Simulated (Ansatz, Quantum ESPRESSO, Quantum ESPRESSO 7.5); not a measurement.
**LiF(001): dielectric constant from slabs in a field**

Wanted: electronic and ionic screening from finite-field slabs, the first being LiF(001), 5 layers.

Main program and level: Quantum ESPRESSO 7.5; plane-wave DFT, PBE, GBRV ultrasoft pseudopotentials (geometry by Ansatz 0.2.0 with PAW datasets; geometry under PBE).

## (1) Set-up

The cell holds 10 atoms: 5 Li and 5 F. Its edges and angles: a = 2.878 Å, b = 2.878 Å, c = 24.140 Å, α = 90.0°, β = 90.0°, γ = 90.0°. It derives from LiF. Vacuum lies along c.

## (2) Geometry from Ansatz, 5 layers

A relaxation in Ansatz fixes the structure of this slab for the runs on it.

input.yaml

```yaml
crystal:
  lattice:
    - [2.8779245994, 0.0, 0.0]
    - [0.0, 2.8779245994, 0.0]
    - [0.0, 0.0, 24.14]
  atoms:
    - { symbol: Li, position: [0.0, 0.0, 0.3314001657] }
    - { symbol: F, position: [0.5, 0.5, 0.3314001657] }
    - { symbol: Li, position: [0.5, 0.5, 0.4157000829] }
    - { symbol: F, position: [0.0, 0.0, 0.4157000829] }
    - { symbol: Li, position: [0.0, 0.0, 0.5] }
    - { symbol: F, position: [0.5, 0.5, 0.5] }
    - { symbol: Li, position: [0.5, 0.5, 0.5842999171] }
    - { symbol: F, position: [0.0, 0.0, 0.5842999171] }
    - { symbol: Li, position: [0.0, 0.0, 0.6685998343] }
    - { symbol: F, position: [0.5, 0.5, 0.6685998343] }
kpoints:
  mp_grid: { grid: [8, 8, 1] }
hamiltonian:
  xc: pbe
scf:
  occupations: { method: fixed }
  convergence: { dr2_threshold: 1.0e-09 }
efield:
  axis: 3
  dipole_correction: true
  ramp_position: 0.97
  ramp_width: 0.04
relax:
  f_tol: 0.003
output:
  write_potential: true
  write_density: true
  volumetric_format: npy
```

Launch:

```console
ansatz run input.yaml --threads 4 --pin off --max-ram 8192MiB --backend cpu --events-out ev --progress --plain --runs-dir out
```

Numbers of over 12 decimals in the logs are rounded to 6 here.

Log:

```text
Engine: ansatz 0.2.0, aarch64-unknown-linux-gnu
Pseudopotentials: kind: paw
Pseudopotential: Li, paw, valence charge 3, recommended cutoff 420 eV (normal), Li.paw.azcp
Pseudopotential: F, paw, valence charge 7, recommended cutoff 420 eV (normal), F.paw.azcp
Functional definition: PBE
  parameter kappa = 0.804
  parameter beta = 0.066725
  exchange = pbe_x(kappa = kappa, mu = beta*pi^2/3)
  correlation = pbe_c(beta = beta)
Crystal: 10 atoms, lattice volume = 199.938 Å³
Basis set: ecut = 420 eV, 3877 PW (Γ), exchange–correlation on 40×40×324 points (8 copies of the dense FFT grid, shifted against one another)
Bands: 35, of which v1, the nominal top of the filled ones, is band 25 counted from 1 (24 counted from 0)
Symmetry: 8 space group operations
k-points: 15 of 64
Non-local potential: Li, projectors of the file, l = 0: 3, l = 1: 2, l = 2: 1
Non-local potential: F, projectors of the file, l = 0: 2, l = 1: 2, l = 2: 1
PAW form: soft (Blöchl's): semilocal exchange-correlation on the pseudo side does not see the compensation charge
PAW one-centre angular grid: Li, 110 points (default); XC on 64 Gauss nodes
PAW one-centre angular grid: F, 110 points (default); XC on 64 Gauss nodes
Initial density: superposition of atomic densities (neutral atoms: chi_scale 0, normalization atom), corrected by the library's trained network
Initial wavefunctions: pseudopotential atomic-orbital guess
Functional: x = pbe(κ = 0.804, μ = 0.219515), c = pbe(β = 0.066725)
SCF iter   1: F=—  HF=-5080.523795 eV  |F-HF|=—  |Δ(HF+E_count)|=         —  Δρ=6.47e-4  dr2=1.90e-3  ethr=1.77e-3  p=-0.000 e·Å  D=-1.30e-4 V/Å  ΔV_dip=0.00 eV  dr2_dipole=6.04e-8  V_vac-E_F(+/−)=7.52/7.52 eV  ⟨swp⟩=4.9  Hψ=1999  notcnv=0  defer=111
efield: sawtooth ramp at fractional position 0.9700 (set: `efield.ramp_position`, or a place that a band, a saddle search or an elastic batch's reference lends), width 0.0400; the density the first Hamiltonian is built on has a dipole p = -0.000 e·Å; the dipole correction subtracts the counter field D = -1.30e-4 V/Å, which shifts the + side's vacuum level by +0.00 eV against the − side's; the planar-averaged density in the ramp window peaks in size at 4.6e-6 e/Å³
preconditioner: auto → none  [insulator: Δε(μ)=6.438 eV  Ē_g=16.941 eV  n_scr=16 (ndim 8)  ℏωp=16.6 eV  f_vac=0.556  ε∞_Penn≈2.0]
SCF iter   2: F=—  HF=-5080.523962 eV  |F-HF|=—  |Δ(HF+E_count)|=   1.67e-4  Δρ=5.22e-4  dr2=4.10e-4  ethr=3.79e-6  p=0.000 e·Å  D=3.52e-5 V/Å  ΔV_dip=-0.00 eV  dr2_dipole=6.52e-9  V_vac-E_F(+/−)=7.32/7.32 eV  ⟨swp⟩=3.3  Hψ=962  notcnv=0  defer=120  κ⁻¹=1.0e0(r=1)
density mixer auto → broyden: gapped, with few screened modes (density of states about μ 0.00 of a free-electron gas's, 16 screened modes)
SCF iter   3: F=—  HF=-5080.524172 eV  |F-HF|=—  |Δ(HF+E_count)|=   2.10e-4  Δρ=2.09e-4  dr2=8.76e-5  ethr=8.21e-7  p=-0.000 e·Å  D=-1.50e-5 V/Å  ΔV_dip=0.00 eV  dr2_dipole=1.42e-10  V_vac-E_F(+/−)=7.29/7.29 eV  ⟨swp⟩=2.3  Hψ=777  notcnv=0  defer=120  κ⁻¹=1.3e-1(r=2)
SCF iter   4: F=—  HF=-5080.524325 eV  |F-HF|=—  |Δ(HF+E_count)|=   1.54e-4  Δρ=5.90e-5  dr2=5.16e-6  ethr=1.75e-7  p=-0.000 e·Å  D=-1.48e-5 V/Å  ΔV_dip=0.00 eV  dr2_dipole=4.78e-10  V_vac-E_F(+/−)=7.24/7.24 eV  ⟨swp⟩=2.9  Hψ=740  notcnv=0  defer=120  κ⁻¹=1.2e-2(r=3)
SCF iter   5: F=—  HF=-5080.524347 eV  |F-HF|=—  |Δ(HF+E_count)|=   2.18e-5  Δρ=1.75e-5  dr2=3.38e-7  ethr=1.03e-8  p=0.000 e·Å  D=4.27e-6 V/Å  ΔV_dip=-0.00 eV  dr2_dipole=1.88e-11  V_vac-E_F(+/−)=7.23/7.23 eV  ⟨swp⟩=2.4  Hψ=771  notcnv=0  defer=118  κ⁻¹=9.6e-4(r=4)
SCF iter   6: F=—  HF=-5080.524347 eV  |F-HF|=—  |Δ(HF+E_count)|=   1.34e-7  Δρ=5.18e-6  dr2=3.10e-8  ethr=6.76e-10  p=0.000 e·Å  D=2.42e-6 V/Å  ΔV_dip=-0.00 eV  dr2_dipole=1.32e-12  V_vac-E_F(+/−)=7.23/7.23 eV  ⟨swp⟩=2.0  Hψ=782  notcnv=0  defer=106  κ⁻¹=6.3e-5(r=5)
SCF iter   7: F=—  HF=-5080.524347 eV  |F-HF|=—  |Δ(HF+E_count)|=   1.03e-7  Δρ=1.54e-6  dr2=1.56e-9  ethr=6.19e-11  p=0.000 e·Å  D=1.35e-6 V/Å  ΔV_dip=-0.00 eV  dr2_dipole=3.67e-13  V_vac-E_F(+/−)=7.23/7.23 eV  ⟨swp⟩=2.0  Hψ=719  notcnv=0  defer=110  κ⁻¹=2.0e-6(r=6)
SCF iter   8: F=-5080.524347 eV  HF=-5080.524347 eV  |F-HF|=3.90e-10  |Δ(HF+E_count)|=   3.53e-9  Δρ=5.92e-7  dr2=2.32e-10  ethr=2.00e-12  p=0.000 e·Å  D=1.83e-6 V/Å  ΔV_dip=-0.00 eV  dr2_dipole=2.53e-14  V_vac-E_F(+/−)=7.23/7.23 eV  ⟨swp⟩=6.9  Hψ=2340  notcnv=0
SCF 1 converged in 8 iterations: F = -5080.524347 eV  dr2 = 2.32e-10
  greatest PAW one-centre occupation: 1.000 electrons in one spin orbital (limit 2), on the Li atom at site 2 (counted from 0), in its partial waves of l = 0
relax step   1: F+E_penalty+E_count = -5080.52434724 eV  Δ(F+E_penalty+E_count) = +0.000e0 eV  max|allowed force component| = 3.227e-1 eV/Å  Δτ_max = 0.0000 Å  (8 SCF iters, accepted)
Initial density: handed on by an earlier stage of this run
Initial wavefunctions: those handed on with the density
iter 1 solved again at ethr=2.13e-5 eV; its pass at ethr=3.10e-3 eV (dr2=1.07e-2 eV) is discarded
SCF iter   1: F=—  HF=-5080.547934 eV  |F-HF|=—  |Δ(HF+E_count)|=         —  Δρ=1.04e-3  dr2=1.03e-2  ethr=2.13e-5  p=0.000 e·Å  D=2.19e-6 V/Å  ΔV_dip=-0.00 eV  dr2_dipole=2.88e-13  V_vac-E_F(+/−)=7.25/7.25 eV  ⟨swp⟩=2.5  Hψ=1665  notcnv=0  defer=117
efield: sawtooth ramp at fractional position 0.9700 (set: `efield.ramp_position`, or a place that a band, a saddle search or an elastic batch's reference lends), width 0.0400; the density the first Hamiltonian is built on has a dipole p = 0.000 e·Å; the dipole correction subtracts the counter field D = 2.19e-6 V/Å, which shifts the + side's vacuum level by -0.00 eV against the − side's; the planar-averaged density in the ramp window peaks in size at 6.7e-7 e/Å³
preconditioner: auto → none  [insulator: Δε(μ)=6.733 eV  Ē_g=17.040 eV  n_scr=16 (ndim 8)  ℏωp=16.6 eV  f_vac=0.555  ε∞_Penn≈2.0]
SCF iter   2: F=—  HF=-5080.543956 eV  |F-HF|=—  |Δ(HF+E_count)|=   3.98e-3  Δρ=3.81e-4  dr2=2.56e-4  ethr=2.05e-5  p=0.000 e·Å  D=1.83e-6 V/Å  ΔV_dip=-0.00 eV  dr2_dipole=4.11e-14  V_vac-E_F(+/−)=7.53/7.53 eV  ⟨swp⟩=3.4  Hψ=745  notcnv=0  defer=120  κ⁻¹=1.0e0(r=1)
density mixer auto → broyden: gapped, with few screened modes (density of states about μ 0.00 of a free-electron gas's, 16 screened modes)
SCF iter   3: F=—  HF=-5080.544062 eV  |F-HF|=—  |Δ(HF+E_count)|=   1.05e-4  Δρ=1.79e-4  dr2=4.60e-5  ethr=5.12e-7  p=0.000 e·Å  D=1.69e-6 V/Å  ΔV_dip=-0.00 eV  dr2_dipole=2.44e-14  V_vac-E_F(+/−)=7.57/7.57 eV  ⟨swp⟩=3.3  Hψ=857  notcnv=0  defer=120  κ⁻¹=2.6e-2(r=2)
[...]
SCF iter   6: F=—  HF=-5080.545812 eV  |F-HF|=—  |Δ(HF+E_count)|=   1.22e-8  Δρ=2.22e-6  dr2=4.83e-9  ethr=7.85e-11  p=0.000 e·Å  D=1.59e-6 V/Å  ΔV_dip=-0.00 eV  dr2_dipole=1.19e-15  V_vac-E_F(+/−)=7.65/7.65 eV  ⟨swp⟩=2.0  Hψ=748  notcnv=0  defer=103  κ⁻¹=2.8e-5(r=5)
SCF iter   7: F=-5080.545812 eV  HF=-5080.545812 eV  |F-HF|=4.17e-10  |Δ(HF+E_count)|=   1.80e-9  Δρ=6.46e-7  dr2=3.21e-10  ethr=2.00e-12  p=0.000 e·Å  D=1.57e-6 V/Å  ΔV_dip=-0.00 eV  dr2_dipole=8.89e-17  V_vac-E_F(+/−)=7.65/7.65 eV  ⟨swp⟩=7.7  Hψ=2582  notcnv=0
SCF 3 converged in 7 iterations: F = -5080.545812 eV  dr2 = 3.21e-10
  greatest PAW one-centre occupation: 1.000 electrons in one spin orbital (limit 2), on the Li atom at site 8 (counted from 0), in its partial waves of l = 0
relax step   3: F+E_penalty+E_count = -5080.54581222 eV  Δ(F+E_penalty+E_count) = -1.701e-3 eV  max|allowed force component| = 3.713e-2 eV/Å  Δτ_max = 0.0114 Å  (7 SCF iters, accepted)
[...]
relax step   4: F+E_penalty+E_count = -5080.54630433 eV  Δ(F+E_penalty+E_count) = -4.921e-4 eV  max|allowed force component| = 7.910e-3 eV/Å  Δτ_max = 0.0087 Å  (7 SCF iters, accepted)
SCF iter   1: F=—  HF=-5080.546399 eV  |F-HF|=—  |Δ(HF+E_count)|=         —  Δρ=1.98e-4  dr2=1.45e-4  ethr=3.24e-6  p=0.000 e·Å  D=1.34e-6 V/Å  ΔV_dip=-0.00 eV  dr2_dipole=6.31e-14  V_vac-E_F(+/−)=7.66/7.66 eV  ⟨swp⟩=3.3  Hψ=1045  notcnv=0  defer=120
efield: sawtooth ramp at fractional position 0.9700 (set: `efield.ramp_position`, or a place that a band, a saddle search or an elastic batch's reference lends), width 0.0400; the density the first Hamiltonian is built on has a dipole p = 0.000 e·Å; the dipole correction subtracts the counter field D = 1.34e-6 V/Å, which shifts the + side's vacuum level by -0.00 eV against the − side's; the planar-averaged density in the ramp window peaks in size at 4.7e-7 e/Å³
preconditioner: auto → none  [insulator: Δε(μ)=6.886 eV  Ē_g=17.243 eV  n_scr=16 (ndim 8)  ℏωp=16.6 eV  f_vac=0.556  ε∞_Penn≈1.9]
SCF iter   2: F=—  HF=-5080.546352 eV  |F-HF|=—  |Δ(HF+E_count)|=   4.72e-5  Δρ=5.77e-5  dr2=6.54e-6  ethr=2.90e-7  p=0.000 e·Å  D=1.51e-6 V/Å  ΔV_dip=-0.00 eV  dr2_dipole=3.68e-16  V_vac-E_F(+/−)=7.66/7.66 eV  ⟨swp⟩=2.1  Hψ=862  notcnv=0  defer=113  κ⁻¹=1.0e0(r=1)
density mixer auto → broyden: gapped, with few screened modes (density of states about μ 0.00 of a free-electron gas's, 16 screened modes)
SCF iter   3: F=—  HF=-5080.546355 eV  |F-HF|=—  |Δ(HF+E_count)|=   2.80e-6  Δρ=2.79e-5  dr2=1.04e-6  ethr=1.31e-8  p=0.000 e·Å  D=1.50e-6 V/Å  ΔV_dip=-0.00 eV  dr2_dipole=5.65e-15  V_vac-E_F(+/−)=7.66/7.66 eV  ⟨swp⟩=2.0  Hψ=741  notcnv=0  defer=93  κ⁻¹=2.3e-2(r=2)
SCF iter   4: F=—  HF=-5080.546356 eV  |F-HF|=—  |Δ(HF+E_count)|=   9.89e-7  Δρ=1.16e-5  dr2=1.52e-7  ethr=2.08e-9  p=0.000 e·Å  D=1.44e-6 V/Å  ΔV_dip=-0.00 eV  dr2_dipole=3.90e-15  V_vac-E_F(+/−)=7.66/7.66 eV  ⟨swp⟩=2.0  Hψ=689  notcnv=0  defer=81  κ⁻¹=6.3e-3(r=3)
SCF iter   5: F=—  HF=-5080.546356 eV  |F-HF|=—  |Δ(HF+E_count)|=   6.54e-8  Δρ=2.70e-6  dr2=7.28e-9  ethr=3.04e-10  p=0.000 e·Å  D=1.47e-6 V/Å  ΔV_dip=-0.00 eV  dr2_dipole=2.95e-15  V_vac-E_F(+/−)=7.66/7.66 eV  ⟨swp⟩=2.0  Hψ=710  notcnv=0  defer=86  κ⁻¹=3.9e-4(r=4)
SCF iter   6: F=-5080.546356 eV  HF=-5080.546356 eV  |F-HF|=2.55e-11  |Δ(HF+E_count)|=   3.11e-9  Δρ=7.61e-7  dr2=5.88e-10  ethr=2.00e-12  p=0.000 e·Å  D=1.51e-6 V/Å  ΔV_dip=-0.00 eV  dr2_dipole=6.27e-15  V_vac-E_F(+/−)=7.66/7.66 eV  ⟨swp⟩=7.9  Hψ=2649  notcnv=0
SCF 5 converged in 6 iterations: F = -5080.546356 eV  dr2 = 5.88e-10
relax step   5: F+E_penalty+E_count = -5080.54635583 eV  Δ(F+E_penalty+E_count) = -5.150e-5 eV  max|allowed force component| = 4.617e-4 eV/Å  Δτ_max = 0.0040 Å  (6 SCF iters, accepted)
NSCF: frozen V_eff on 15 k-points
the band table was solved once a step of the walk had ended and its energy, with any forces and stress, was formed, with the checks that follow a solve (3308 applications of the Hamiltonian). They found nothing against the state; the energy, forces and stress were not computed again (output.eigenvalues in the input reference)
WARN: The output density's exchange-correlation potential varies sharply where the density is thin. Do not read a vacuum level from v_tot or v_xc, or from such a field of the output density. On a cell that repeats whose density bears no net charge and no dipole along the vacuum's axis use v_es (v_loc + v_h of the components); under efield.dipole_correction with no amplitude use v_es + v_field, which holds any externa [...]
SCF converged after 6 iterations
Stability not checked: this state was not tested for a lower state beside it, because the mixer in use, unlike msr1, does not test its closes by its own steps (another_mixer; see scf.mixing.algorithm and scf.lower_state_search)
Free energy (F): -5080.546356 eV
Harris-Foulkes:  -5080.546356 eV  (|F-HF|=2.55e-11)
Internal energy: -5080.546356 eV  (E = F + TS)
E sigma→0 (E₀):  -5080.546356 eV
Fermi energy:    -4.065834 eV
Dipole field:    D = 0.000001 V/Å  (p = 0.000002 e·Å, saw-weighted, corrected)
Work function:   Φ+ = 7.6622 eV   Φ− = 7.6622 eV
Levels:          The Fermi level and band energies are counted from a zero that moves with the ramp; work functions are not
--- Per-component energies (eV) ---
  E_band       = -842.796967
  E_kinetic    = 1149.103877
  E_local      = -40916.373918  (includes V_loc(G=0)·N_el)
  E_nonlocal   = 201.352213
  E_hartree    = 19852.615876
  E_xc         = -458.027120
  E_vxc        = -587.390275  (∫ρ·V_xc dr)
  E_paw        = -1108.457452  (= ΣΔE_a)
  E_vpaw       = -394.730480  (= ΣTr[D̂ρ^β])
  E_aug_tail   = 0.011042  (compensation charges beyond the density's cutoff)
  E_efield     = 0.000000  (sawtooth field / dipole correction)
  E_vefield    = -0.000017  (∫n·V_field dr)
  E_ewald      = 16199.229127
  E_smearing   = -0.000000  (= −TS)
  E_closure    = 0.000000  (closes the sum)
  Σ components = -5080.546356   (vs F -5080.546356, Δ=0.00e0)
--- Forces (eV/Å), atoms counted from 1 ---
  atom   1  Li     0.00000000     0.00000000     0.00046145
  atom   2  F     -0.00000000     0.00000000     0.00045064
  atom   3  Li     0.00000000     0.00000000     0.00015326
  atom   4  F      0.00000000     0.00000000     0.00041259
  atom   5  Li     0.00000000     0.00000000    -0.00000016
  atom   6  F     -0.00000000     0.00000000     0.00000011
  atom   7  Li     0.00000000     0.00000000    -0.00015355
  atom   8  F      0.00000000     0.00000000    -0.00041215
  atom   9  Li    -0.00000000     0.00000000    -0.00046165
  atom  10  F     -0.00000000     0.00000000    -0.00045045
  max |Σ_I F_I| component: 9.81e-8 eV/Å
--- Band table (eV; the first three rows and the last of 15) ---
  k-point 0: bands = [... 21 lower, -4.2265, -4.2265, -4.1733, -4.1733, 2.7745, 2.7998, 3.8813, 4.6845, ... 6 higher]
  k-point 1: bands = [... 21 lower, -4.3557, -4.2262, -4.2010, -4.1585, 3.0494, 3.0709, 4.1652, 4.9620, ... 6 higher]
  k-point 2: bands = [... 21 lower, -4.3778, -4.3084, -4.1413, -4.1236, 3.8397, 3.8556, 5.0026, 5.7625, ... 6 higher]
  k-point 14: bands = [... 21 lower, -5.1126, -5.0642, -4.4369, -4.4298, 10.0674, 10.0676, 10.3005, 10.3005, ... 6 higher]
--- Relaxed structure (5 steps of the walk, 5 accepted, 0 SCFs on fresh bases) ---
  F+E_penalty+E_count = -5080.54635583 eV   max|allowed force component| = 4.617e-4 eV/Å
  atoms:
    - { symbol: Li, position: [0, 0.0, 0.333648] }
    - { symbol: F, position: [0.5, 0.5, 0.330801] }
    - { symbol: Li, position: [0.5, 0.5, 0.415378] }
    - { symbol: F, position: [0, 0.0, 0.415887] }
    - { symbol: Li, position: [0, 0.0, 0.500000] }
    - { symbol: F, position: [0.5, 0.5, 0.500000] }
    - { symbol: Li, position: [0.5, 0.5, 0.584622] }
    - { symbol: F, position: [0, 0.0, 0.584113] }
    - { symbol: Li, position: [0, 0.0, 0.666352] }
    - { symbol: F, position: [0.5, 0.5, 0.669200] }
```

Run time: 8.5 s. Hardware: 4 threads of Arm Neoverse V2, shared host; peak memory 0.47 GiB; 33 s of CPU time.

Step by step:

```csv
step,energy less that of the first step (eV),largest force component (eV/Å)
1,0.0000,0.3227
2,-0.0198,0.0884
3,-0.0215,0.0371
4,-0.0220,0.0079
5,-0.0220,0.0005
```

The atoms that moved most (Å):

```csv
atom,dx,dy,dz,length
Li9,0.000,0.000,-0.054,0.054
Li1,0.000,0.000,0.054,0.054
F10,0.000,0.000,0.014,0.014
F2,0.000,0.000,-0.014,0.014
Li3,0.000,0.000,-0.008,0.008
Li7,0.000,0.000,0.008,0.008
```

The relaxation lowers the energy by 2 meV an atom.

Numbers from this step:

```
free energy                                                     : -5080.5464 eV
gap by band count                                               : 6.840 eV
symmetry operations                                             : 8
dipole along the normal                                         : 1.55e-6 e·Å
valence top, on the run's zero                                  : -4.066 eV
vacuum level at the upper face over the valence top of the mesh : 7.662 eV
vacuum level at the lower face over the valence top of the mesh : 7.662 eV
```

(Continued in part 2 of 7.)

[Logs are printed without paths, hosts, clocks, repeated set-up lines and the standing remarks that a program may print on its own settings, such as how far it seeks lower states.]

[Hosts, paths, dates, database ids (printed as entryN), source tags and the programs' standing remarks are cut or masked in the printed files.]

[Maps of the electrostatic potential energy from Ansatz leave out the sawtooth potential of an applied field or a dipole correction, so their vacuum need not be flat; planar profiles and work functions include it.]
